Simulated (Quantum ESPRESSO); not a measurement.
# MnS under changes of volume

One of the cells (17.667 Å³/atom); the others are scaled copies at fixed shape and fractional positions:

```
CELL_PARAMETERS angstrom
0.00000 2.60450 2.60450
2.60450 0.00000 2.60450
2.60450 2.60450 0.00000
ATOMIC_POSITIONS crystal
Mn 0.00000 0.00000 0.00000
S 0.50000 0.50000 0.50000
```

```yaml
Program: Quantum ESPRESSO 7.5
Functional: PBE
Dispersion: D3(BJ)
Potentials_or_basis: PseudoDojo 0.4.1 SR PBE standard
Cutoff: 1306 eV
Density_cutoff: 5225 eV
k_mesh: 9 × 9 × 9
Occupations: fermi-dirac, width 0.05 eV
Spin: collinear spin, ferromagnetic start
Starting_moments: "[4.0, 0.0] μB"
```

| volume (Å³/atom) | energy over the lowest point (meV/atom) | pressure (GPa) | moment (μB per cell) |
| --- | --- | --- | --- |
| 16.607 | 0.00 | -2.1 | 4.63 |
| 16.961 | 5.57 | -3.2 | 4.68 |
| 17.314 | 13.76 | -4.3 | 4.72 |
| 17.667 | 24.27 | -5.3 | 4.77 |
| 18.021 | ? | ? | ? |
| 18.374 | 51.49 | -7.1 | 4.84 |
| 18.727 | 67.98 | -7.9 | 4.87 |

Question: What does the run at 18.021 Å³/atom give?

Answer: Energy over the lowest point 36.88 meV/atom; pressure -6.3 GPa; moment 4.81 μB per cell.

Worked out: A Birch-Murnaghan fit of order 3 (a polynomial in V^(-2/3)) to the other rows has no minimum within the range. It gives 36.91 meV/atom at 18.021 Å³/atom, against the run's 36.88, and -dE/dV = -6.2 GPa, against -6.3. A parabola through the other rows of the moment, of slope 0.103 μB per Å³/atom there, gives 4.81 μB, against the run's 4.81.

Energies are extrapolated to zero smearing.

Caveats: a cell with one magnetic atom can't hold antiferromagnetic order, which such compounds often take; pairwise dispersion overbinds metals, which lowers pressure and volume.
